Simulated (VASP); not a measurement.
# PtSe2 (C2/m) in VASP: notebook

The runs below take PtSe2 through single point, with PBEsol+U.

Program: VASP 6.6.1. These are calculated values, not measurements. Logs are shortened: lines on timing, memory, paths and dates and some standing lists are left out, and cuts for length are marked.

## (1) Starting point

Symmetry: C2/m, No. 12, monoclinic system. The conventional cell has a = 6.560 Å, b = 4.022 Å, c = 4.626 Å, α = 90.00°, β = 90.04°, γ = 90.00°. Pt (site symmetry 2/m) is surrounded by 6 Se at 2.45 to 2.71 Å. Around Se (site symmetry m) lie 3 Pt at 2.45 to 2.71 Å.

The cell was built by a generator and isn't the measured one.

## (2) Single point, PBEsol+U, collinear spin, ferromagnetic start

INCAR

```
  ALGO = Normal
  EDIFF = 1E-6
  ENCUT = 520
  GGA = PS
  ISIF = 2
  ISMEAR = 0
  ISPIN = 2
  LASPH = T
  LCHARG = T
  LDAU = T
  LDAUJ = 0 0
  LDAUL = 2 -1
  LDAUPRINT = 1
  LDAUTYPE = 2
  LDAUU = 6 0
  LELF = T
  LMAXMIX = 4
  LORBIT = 11
  LREAL = F
  LVHAR = T
  LWAVE = F
  MAGMOM = 0.5 0 0
  NELM = 60
  PREC = Accurate
  SIGMA = 0.05
```

KPOINTS

```
k-points
0
Gamma
  6 6 4
```

POSCAR

```
PtSe2
1.0
    3.2802082100     -2.0108328800      0.0000000000
    3.2802082100      2.0108328800      0.0000000000
   -0.0032294100      0.0000000000      4.6257814300
Pt Se
1 2
Direct
    0.0000000000      0.0000000000      0.0000000000
    0.6879000000      0.6879000000      0.2889000000
    0.3121000000      0.3121000000      0.7111000000
```

Potentials or basis: VASP PAW PBE potentials, release 64 (Pt, Se).

Run with:

```
cat potpaw_PBE.64/Pt/POTCAR potpaw_PBE.64/Se/POTCAR > POTCAR
mpirun -np 1 vasp_std > vasp.out
```

OUTCAR:

```text
EDIFF = 1E-6
   ENCUT = 520
   GGA = PS
   ISIF = 2
   ISMEAR = 0
   ISPIN = 2
   LASPH = T
   LORBIT = 11
   LREAL = F
   NELM = 60
   PREC = Accurate

 ion  position               nearest neighbor table
   1  0.000  0.000  0.000-   2 2.45   3 2.45   2 2.71   2 2.71   3 2.71   3 2.71
   2  0.688  0.688  0.289-   1 2.45   1 2.71   1 2.71
   3  0.312  0.312  0.711-   1 2.45   1 2.71   1 2.71

  LATTYP: Found a base centered monoclinic cell.
 ALAT       =     6.5604164200
 B/A-ratio  =     0.6130198912
 C/A-ratio  =     0.7051050210
 COS(beta)  =    -0.0006981327

  Lattice vectors:

 A1 = (   3.2802082100,  -2.0108328800,   0.0000000000)
 A2 = (   3.2802082100,   2.0108328800,   0.0000000000)
 A3 = (  -0.0032294100,   0.0000000000,   4.6257814300)

Analysis of symmetry for initial positions (statically):
=====================================================================
 Subroutine PRICEL returns:
 Original cell was already a primitive cell.

 Routine SETGRP: Setting up the symmetry group for a
 base centered monoclinic supercell.

 Subroutine GETGRP returns: Found  4 space group operations
 (whereof  4 operations were pure point group operations)
 out of a pool of  4 trial point group operations.

The static configuration has the point symmetry C_2h.

Analysis of symmetry for dynamics (positions and initial velocities):
=====================================================================
 Subroutine PRICEL returns:
 Original cell was already a primitive cell.

 Routine SETGRP: Setting up the symmetry group for a
 base centered monoclinic supercell.

 Subroutine GETGRP returns: Found  4 space group operations
 (whereof  4 operations were pure point group operations)
 out of a pool of  4 trial point group operations.

The dynamic configuration has the point symmetry C_2h.

Analysis of structural, dynamic, and magnetic symmetry:
=====================================================================
 Subroutine PRICEL returns:
 Original cell was already a primitive cell.

 Routine SETGRP: Setting up the symmetry group for a
 base centered monoclinic supercell.

 Subroutine GETGRP returns: Found  4 space group operations
 (whereof  4 operations were pure point group operations)
 out of a pool of  4 trial point group operations.

The overall configuration has the point symmetry C_2h.

 Subroutine INISYM returns: Found  4 space group operations
 (whereof  4 operations are pure point group operations),
 and found     1 'primitive' translations

----------------------------------------------------------------------------------------

                                     Primitive cell

  volume of cell :      61.0229

  direct lattice vectors                    reciprocal lattice vectors
     3.280208210 -2.010832880  0.000000000     0.152429348 -0.248653185  0.000106416
     3.280208210  2.010832880  0.000000000     0.152429348  0.248653185  0.000106416
    -0.003229410  0.000000000  4.625781430     0.000000000  0.000000000  0.216179691

  length of vectors
     3.847494610  3.847494610  4.625782557     0.291655831  0.291655831  0.216179691

  position of ions in fractional coordinates (direct lattice)
     0.000000000  0.000000000  0.000000000
     0.687900000  0.687900000  0.288900000
     0.312100000  0.312100000  0.711100000

  ion indices of the primitive-cell ions
   primitive index   ion index
                 1           1
                 2           2
                 3           3

[... 96 lines left out ...]
 LDA+U is selected, type is set to LDAUTYPE =  2
   angular momentum for each species LDAUL =     2   -1
   U (eV)           for each species LDAUU =   6.0  0.0
   J (eV)           for each species LDAUJ =   0.0  0.0
   GGA     = PS    functional components
   LHFCALC =     F    Hartree Fock is set to
   AEXX    =    0.0000 exact exchange contribution
   IVDW    =     0    specifies the selected vdW correction
   LEPSILON=     F    determine dielectric tensor
   LRPA    =     F    only Hartree local field effects (RPA)
 spin polarized calculation
 Gauss-broadening in eV      SIGMA  =   0.05
  energy-cutoff  :      520.00
  volume of cell :       61.02
 maximum number of plane-waves:      1668
 NGX is ok and might be reduce to    30
   NGX = 15   NGY = 15   NGZ = 17

 number of electron      22.0000000 magnetization       0.0999184

 Free energy of the ion-electron system (eV)
  ---------------------------------------------------
  ext. energy  EPLUGINS =         0.00000000
  ---------------------------------------------------
  free energy    TOTEN  =       -11.47364407 eV

  energy without entropy =      -11.47154963  energy(sigma->0) =      -11.47259685

atom =   1  type =  1  l = 2

 onsite density matrix

spin component  1

  0.8790 -0.0740  0.0000  0.0000  0.0000
 -0.0740  0.8480  0.0000  0.0000  0.0000
  0.0000  0.0000  0.9375  0.0104 -0.0062
  0.0000  0.0000  0.0104  0.7904  0.1086
  0.0000  0.0000 -0.0062  0.1086  0.8581

spin component  2

  0.8790 -0.0740  0.0000  0.0000  0.0000
 -0.0740  0.8480  0.0000  0.0000  0.0000
  0.0000  0.0000  0.9374  0.0104 -0.0062
  0.0000  0.0000  0.0104  0.7902  0.1087
  0.0000  0.0000 -0.0062  0.1087  0.8580

 occupancies and eigenvectors

  o =  0.7097  v =  0.0000  0.0000  0.0000  0.0000  0.0000  0.0000  0.0000  0.0528 -0.8046  0.5915      0.0000  0.0000  0.0000  0.0000  0.0000  0.0000  0.0000  0.0000  0.0000  0.0000
  o =  0.7099  v =  0.0000  0.0000  0.0529 -0.8045  0.5916  0.0000  0.0000  0.0000  0.0000  0.0000      0.0000  0.0000  0.0000  0.0000  0.0000  0.0000  0.0000  0.0000  0.0000  0.0000
  o =  0.7879  v =  0.0000  0.0000  0.0000  0.0000  0.0000 -0.6304 -0.7762  0.0000  0.0000  0.0000      0.0000  0.0000  0.0000  0.0000  0.0000  0.0000  0.0000  0.0000  0.0000  0.0000
  o =  0.7879  v = -0.6305 -0.7762  0.0000  0.0000  0.0000  0.0000  0.0000  0.0000  0.0000  0.0000      0.0000  0.0000  0.0000  0.0000  0.0000  0.0000  0.0000  0.0000  0.0000  0.0000
  o =  0.9368  v =  0.0000  0.0000  0.0000  0.0000  0.0000  0.0000  0.0000 -0.6885  0.3997  0.6052      0.0000  0.0000  0.0000  0.0000  0.0000  0.0000  0.0000  0.0000  0.0000  0.0000
  o =  0.9369  v =  0.0000  0.0000 -0.6894  0.3992  0.6045  0.0000  0.0000  0.0000  0.0000  0.0000      0.0000  0.0000  0.0000  0.0000  0.0000  0.0000  0.0000  0.0000  0.0000  0.0000
  o =  0.9390  v =  0.0000  0.0000  0.0000  0.0000  0.0000 -0.7762  0.6304  0.0000  0.0000  0.0000      0.0000  0.0000  0.0000  0.0000  0.0000  0.0000  0.0000  0.0000  0.0000  0.0000
  o =  0.9391  v = -0.7762  0.6305  0.0000  0.0000  0.0000  0.0000  0.0000  0.0000  0.0000  0.0000      0.0000  0.0000  0.0000  0.0000  0.0000  0.0000  0.0000  0.0000  0.0000  0.0000
  o =  0.9392  v =  0.0000  0.0000  0.0000  0.0000  0.0000  0.0000  0.0000 -0.7233 -0.4392 -0.5328      0.0000  0.0000  0.0000  0.0000  0.0000  0.0000  0.0000  0.0000  0.0000  0.0000
  o =  0.9392  v =  0.0000  0.0000 -0.7225 -0.4398 -0.5335  0.0000  0.0000  0.0000  0.0000  0.0000      0.0000  0.0000  0.0000  0.0000  0.0000  0.0000  0.0000  0.0000  0.0000  0.0000

 number of electron      22.0000000 magnetization       0.0001895

 Free energy of the ion-electron system (eV)
  ---------------------------------------------------
  ext. energy  EPLUGINS =         0.00000000
  ---------------------------------------------------
  free energy    TOTEN  =       -11.55048372 eV

  energy without entropy =      -11.54857955  energy(sigma->0) =      -11.54953163

 E-fermi :   5.6530     XC(G=0): -10.8763

 val. band max:        5.6491026178   @ k =   0.5000   0.0000   0.5000
 cond. band min:       5.6571289773   @ k =  -0.3333   0.3333   0.0000
 fundamental gap:      0.0080263595
 Fermi energy:         5.6530056436

 spin component 1

 k-point     1 :       0.0000    0.0000    0.0000
  band No.  band energies     occupation
      1      -9.4581      1.00000
      2      -6.1552      1.00000
      3      -1.1335      1.00000
      4      -0.3403      1.00000
      5      -0.0088      1.00000
      6       1.3361      1.00000
      7       1.4680      1.00000
      8       2.8604      1.00000
      9       4.7178      1.00000
     10       5.4494      1.00000
     11       5.5486      0.99843
     12       6.4318      0.00000
[... 841 lines left out ...]
      4       0.0845      1.00000
      5       0.4603      1.00000
      6       0.7420      1.00000
      7       1.5547      1.00000
      8       1.9269      1.00000
      9       3.4305      1.00000
     10       3.9064      1.00000
     11       4.7083      1.00000
     12       6.2968      0.00000
     13       7.8447      0.00000
     14      10.7730      0.00000
     15      12.4640      0.00000

 [... further k-points ...]

------------------------ aborting loop because EDIFF is reached ----------------------------------------

  FORCE on cell =-STRESS in cart. coord.  units (eV):
  Direction    XX          YY          ZZ          XY          YZ          ZX
  --------------------------------------------------------------------------------------
  -------------------------------------------------------------------------------------
  Total       -2.7378471     -6.0300112     -2.6258972      0.0000000      0.0000000     -1.7019190
  in kB      -71.8831790   -158.3201565    -68.9438933      0.0000000      0.0000000    -44.6845063
  external PRESSURE =     -99.7157429 kB  Pullay stress =       0.0000000 kB

 VOLUME and BASIS-vectors are now :
 -----------------------------------------------------------------------------
  energy-cutoff  :      520.00
  volume of cell :       61.02
      direct lattice vectors                 reciprocal lattice vectors
     3.280208210 -2.010832880  0.000000000     0.152429348 -0.248653185  0.000106416
     3.280208210  2.010832880  0.000000000     0.152429348  0.248653185  0.000106416
    -0.003229410  0.000000000  4.625781430     0.000000000  0.000000000  0.216179691

 POSITION                                       TOTAL-FORCE (eV/Angst)
 -----------------------------------------------------------------------------------
      0.00000      0.00000      0.00000        -0.000000     -0.000000      0.000000
      4.51198      0.00000      1.33639        -0.423882      0.000000     -0.951098
      2.04521      0.00000      3.28939         0.423882      0.000000      0.951098
 -----------------------------------------------------------------------------------
    total drift:                                0.000000      0.000000      0.000000

  FREE ENERGIE OF THE ION-ELECTRON SYSTEM (eV)
  ---------------------------------------------------
  free  energy   TOTEN  =       -11.5504837165 eV

  energy  without entropy=      -11.5485795516  energy(sigma->0) =      -11.54953163

 total charge

# of ion       s       p       d       tot
------------------------------------------
    1        0.588   0.497   8.560   9.645
    2        1.500   2.123   0.060   3.684
    3        1.500   2.123   0.060   3.684
--------------------------------------------------
tot          3.588   4.744   8.680  17.013

 magnetization (x)

# of ion       s       p       d       tot
------------------------------------------
    1        0.000  -0.000   0.000   0.000
    2        0.000  -0.000   0.000  -0.000
    3        0.000  -0.000   0.000  -0.000
--------------------------------------------------
tot          0.000  -0.000   0.000   0.000
```

Wall time 82 s (1 thread of Intel Xeon Platinum 8375C at 2.90GHz (Ice Lake), shared host); peak memory 0.25 GiB.

What came out:

```
Free energy                                           : -11.5505 eV
Pressure                                              : -10.0 GPa
Largest force                                         : 1.041 eV/Å
Band gap on the k mesh                                : none (metal or under the smearing width)
Net moment                                            : 0.00 μB per cell
Valence electrons inside the program's atomic spheres : Pt 9.64; Se 3.68
```

Forces in eV/Å, atoms in the order of the input:
```
Pt   0.000  0.000  0.000
Se  -0.424  0.000 -0.951
Se   0.424  0.000  0.951
```

Eigenvalues of the final occupation matrices:
```csv
site,spin,trace,eigenvalues
site 1 d,1,4.31,0.71 0.79 0.94 0.94 0.94
site 1 d,2,4.31,0.71 0.79 0.94 0.94 0.94
```

Caveat: the PAW data sets were made with another functional, which shifts forces and pressure a little. Spin-orbit coupling is left out, which matters for the levels of Pt.

(Part 1 of 2 ends here.)
